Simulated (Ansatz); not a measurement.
## BeS in Ansatz: the effect of functional

BeS:

```
S Be
1.0
     0.00000    2.45691    2.45691
     2.45691    0.00000    2.45691
     2.45691    2.45691    0.00000
S Be
1 1
Direct
  0.75000 0.75000 0.75000
  0.00000 0.00000 0.00000
```

The cell isn't the ideal one: volume scaled by 1.04.

Alike in all runs:

| Item | Value |
| --- | --- |
| Program | Ansatz 0.2.0 |
| Task | single point |
| Potentials or basis | Ansatz PAW |
| k mesh | 9 × 9 × 9 |
| Occupations | fermi-dirac, width 0.05 eV |
| Spin | no spin polarisation |

```csv
functional,cutoff,gap on the mesh (eV),pressure (GPa)
LDA,420 eV (not typed: the program's choice for these potentials),?,?
PBEsol,420 eV (not typed: the program's choice for these potentials),3.10,-4.2
r2SCAN,500 eV (not typed: the program's choice for these potentials),3.74,-2.6
```

Task: What does the run with functional LDA give?

Result: gap on the mesh 3.07 eV; pressure -6.5 GPa.

Caveats: odd divisions of the mesh miss points on the zone boundary, where band edges often lie, so the gap on the mesh can be too wide; the PAW data sets come from PBE, with cores solved anew for the run's functional, which leaves a small shift of forces and pressure.

A k mesh can miss the band edges.
